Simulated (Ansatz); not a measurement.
# AgI: the cost of one run

Method: DFT r2SCAN, scalar-relativistic, plane waves, PAW, in Ansatz 0.2.0.

### 1 The system as given

It takes space group P6_3mc (No. 186, hexagonal). Conventional cell: a = 4.659 Å, b = 4.659 Å, c = 7.553 Å, α = 90.00°, β = 90.00°, γ = 120.00°. Around Ag (site symmetry 3m) lie 4 I at 2.84 to 2.85 Å. I (site symmetry 3m) is surrounded by 4 Ag at 2.84 to 2.85 Å.

Structure file:

```
Ag I
1.0
     4.65856    0.00000    0.00000
    -2.32928    4.03443    0.00000
     0.00000    0.00000    7.55274
Ag I
2 2
Direct
  0.33333 0.66667 0.00098
  0.66667 0.33333 0.50098
  0.33333 0.66667 0.37892
  0.66667 0.33333 0.87892
```

The structure comes from the Materials Project (structure only).

(A quick probe on a coarse mesh, which set the mesh and smearing, is not shown.)

### 3 Full relaxation

Contents of input.yaml:

```yaml
crystal:
  lattice:
    - [4.6585563974, 0.0, 0.0]
    - [-2.3292781987, 4.0344281851, 0.0]
    - [0.0, 0.0, 7.55273917]
  atoms:
    - { symbol: Ag, position: [0.33333333, 0.66666667, 0.00098414] }
    - { symbol: Ag, position: [0.66666667, 0.33333333, 0.50098414] }
    - { symbol: I, position: [0.33333333, 0.66666667, 0.37891586] }
    - { symbol: I, position: [0.66666667, 0.33333333, 0.87891586] }
basis:
  ecutwfc: 500
kpoints:
  mp_grid: { grid: [6, 6, 4] }
hamiltonian:
  xc: r2scan
scf:
  occupations: { method: gaussian, width: 0.02 }
output:
  forces: true
  stress: true
  eigenvalues: true
relax:
  adjacent_minimum: "off"
  f_tol: 0.005
  max_steps: 80
  cell: { stress_tol: 0.05 }
```

On the command line:

```console
$ ansatz run input.yaml --threads 1 --pin off --max-ram 2560MiB --backend cpu --events-out ev --progress --plain --runs-dir out
```

Q: Estimate wall time and peak memory on 1 thread of Arm Neoverse V2, shared host.

About 78 s, with a peak of 0.72 GiB.
